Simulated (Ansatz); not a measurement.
RbBr (CsCl type) at its r2SCAN geometry, run in Ansatz 0.2.0 at 4 levels of theory. The cell comes from a prototype generator: it can be a known phase or a hypothetical one. No magnetic order is allowed.

The PBE+SOC input:
```yaml
crystal:
  lattice:
    - [4.1279266072, 0.0, 0.0]
    - [0.0, 4.1279266072, 0.0]
    - [0.0, 0.0, 4.1279266072]
  atoms:
    - { symbol: Rb, position: [0.0, 0.0, 0.0] }
    - { symbol: Br, position: [0.5, 0.5, 0.5] }
kpoints:
  mp_grid: { grid: [6, 6, 6] }
  band_path:
    path:
      - [0.0, 0.0, 0.0]
      - [0.0, 0.5, 0.0]
      - [0.5, 0.5, 0.0]
      - [0.5, 0.5, 0.5]
      - [0.0, 0.5, 0.5]
    npoints: 1
hamiltonian:
  xc: pbe
scf:
  occupations: { method: fixed }
  n_extra_bands: 8
magnetization:
  noncollinear: true
  spin_orbit: true
output:
  forces: true
  stress: true
  eigenvalues: true
```

Main results, then, where recorded, the levels near the gap in eV from the Fermi energy (columns number the bands from 0), one row a point of the path (Γ, X, M, R, M):
```
Crystal: 2 atoms, lattice volume = 70.339 Å³
Symmetry: 48 space group operations + 48 with time reversal
Magnetic group: BNS 221.93 (UNI 1595)
```
```
Basis set: ecut = 420 eV, 1357 PW (Γ)
Bands: 24, of which v1, the nominal top of the filled ones, is band 16 counted from 1 (15 counted from 0)
k-points: 20 of 216
Free energy (F): -6054.823589 eV
Fermi energy:    2.762349 eV
--- Stress (GPa, compression-positive) ---
        0.782188       0.000000       0.000000
        0.000000       0.782188       0.000000
        0.000000       0.000000       0.782188
  P = ⅓ Tr σ = 0.7822 GPa (7.822 kbar)
```
```tsv
band_10	band_11	band_12	band_13	band_14	band_15	band_16	band_17	band_18	band_19	band_20	band_21
-0.531	-0.531	-0.019	-0.019	-0.019	-0.019	4.046	4.046	5.552	5.552	5.552	5.552
-1.777	-1.777	-0.400	-0.400	-0.101	-0.101	6.856	6.856	7.062	7.062	7.603	7.603
-1.238	-1.238	-0.969	-0.969	0.000	0.000	5.281	5.281	6.188	6.188	7.932	7.932
-1.625	-1.625	-1.240	-1.240	-1.240	-1.240	8.052	8.052	8.270	8.270	8.270	8.270
-1.238	-1.238	-0.969	-0.969	0.000	0.000	5.281	5.281	6.188	6.188	7.932	7.932
```

With PBE+SOC the valence top lies at M and the conduction bottom at Γ, 4.05 eV higher; the smallest vertical gap, at Γ, is 4.07 eV. Least and direct gap differ so little that the kind isn't settled.

r2SCAN. Against the first input these blocks differ (the band path and keys that only write files left aside):
```yaml
hamiltonian:
  xc: r2scan
scf:
  occupations: { method: fixed }
  n_extra_bands: 4
```
(magnetization left out)

```
Basis set: ecut = 500 eV, 1791 PW (Γ)
Bands: 12, of which v1, the nominal top of the filled ones, is band 8 counted from 1 (7 counted from 0)
k-points: 20 of 216
Free energy (F): -6074.787851 eV
Fermi energy:    2.346707 eV
--- Stress (GPa, compression-positive) ---
        0.001072       0.000000       0.000000
        0.000000       0.001072       0.000000
        0.000000       0.000000       0.001072
  P = ⅓ Tr σ = 0.0011 GPa (0.011 kbar)
```
```tsv
band_5	band_6	band_7	band_8	band_9	band_10
-0.154	-0.154	-0.154	4.824	6.119	6.119
-1.700	-0.221	-0.221	7.456	7.809	8.359
-1.064	-1.064	0.000	5.924	6.914	8.669
-1.337	-1.337	-1.337	8.874	8.874	8.874
-1.064	-1.064	0.000	5.924	6.914	8.669
```

With r2SCAN the valence top lies at M and the conduction bottom at Γ, 4.82 eV higher; the smallest vertical gap, at Γ, is 4.98 eV. The mean stress is close to zero (0.00 GPa).

DDH-PBE0. Against the first input these blocks differ (the band path and keys that only write files left aside):
```yaml
crystal:
  host: atoms
kpoints:
  mp_grid: { grid: [4, 4, 4] }
hamiltonian:
  xc:
    exchange: pbe
    correlation: pbe
    exx: { coeff: inverse_dielectric }
scf:
  occupations: { method: fixed }
  n_extra_bands: 4
```
(magnetization left out)

```
ε∞ on k-mesh 4×4×4 of a primitive cell: xx 2.8880, yy 2.8880, zz 2.8880; 3/Tr ε∞, of that cell with its empty space = 0.3462561801088479
Basis set: ecut = 420 eV, 1357 PW (Γ)
Bands: 12, of which v1, the nominal top of the filled ones, is band 8 counted from 1 (7 counted from 0)
k-points: 10 of 64
hybrid outer 1: dexx = +8.125e-3 eV, tail = 3.58e-5 eV
hybrid outer 2: dexx = +1.245e-6 eV, tail = 4.70e-8 eV, Δε = 1.18e-3 eV
Free energy (F): -6059.880448 eV
Fermi energy:    1.038658 eV
--- Stress (GPa, compression-positive) ---
        0.216202       0.000000       0.000000
        0.000000       0.216202       0.000000
        0.000000       0.000000       0.216202
  P = ⅓ Tr σ = 0.2162 GPa (2.162 kbar)
```
```tsv
band_5	band_6	band_7	band_8	band_9	band_10
-0.172	-0.172	-0.172	6.703	8.224	8.224
-1.893	-0.245	-0.245	9.694	9.810	10.502
-1.189	-1.189	0.000	7.948	8.956	10.841
-1.487	-1.487	-1.487	10.939	10.939	10.939
-1.189	-1.189	0.000	7.948	8.956	10.841
```

DDH-PBE0 gives an indirect gap of 6.70 eV, from M to Γ; the least direct gap is 6.87 eV at Γ. The mean stress, +0.2 GPa, is small, and the program warns that its thresholds are loose for a hybrid's stress.

r2SCAN0. Against the first input these blocks differ (the band path and keys that only write files left aside):
```yaml
kpoints:
  mp_grid: { grid: [4, 4, 4] }
hamiltonian:
  xc: r2scan0
scf:
  occupations: { method: fixed }
  n_extra_bands: 4
```
(magnetization left out)

```
Basis set: ecut = 500 eV, 1791 PW (Γ)
Bands: 12, of which v1, the nominal top of the filled ones, is band 8 counted from 1 (7 counted from 0)
k-points: 10 of 64
hybrid outer 1: dexx = +1.099e-3 eV, tail = 1.03e-5 eV
hybrid outer 2: dexx = +1.780e-7 eV, tail = 2.07e-8 eV, Δε = 8.24e-4 eV
Free energy (F): -6074.039491 eV
Fermi energy:    1.272015 eV
--- Stress (GPa, compression-positive) ---
       -0.140365       0.000000       0.000000
        0.000000      -0.140365       0.000000
        0.000000       0.000000      -0.140365
  P = ⅓ Tr σ = -0.1404 GPa (-1.404 kbar)
```
```tsv
band_5	band_6	band_7	band_8	band_9	band_10
-0.168	-0.168	-0.168	6.377	7.787	7.787
-1.847	-0.239	-0.239	9.230	9.456	10.118
-1.164	-1.164	0.000	7.554	8.597	10.467
-1.455	-1.455	-1.455	10.554	10.554	10.554
-1.164	-1.164	0.000	7.554	8.597	10.467
```

With r2SCAN0 the valence top lies at M and the conduction bottom at Γ, 6.38 eV higher; the smallest vertical gap, at Γ, is 6.55 eV. The mean stress, -0.1 GPa, is small, and the program warns that its thresholds are loose for a hybrid's stress.

The hybrids run on coarser meshes, which limits their stresses and small splittings of levels.

Totals of different functionals, or with and without spin-orbit coupling, can't be compared.

Only the levels marked +SOC include spin-orbit coupling.

The meshes of the hybrids are coarse, so their gaps aren't converged to the digits shown.
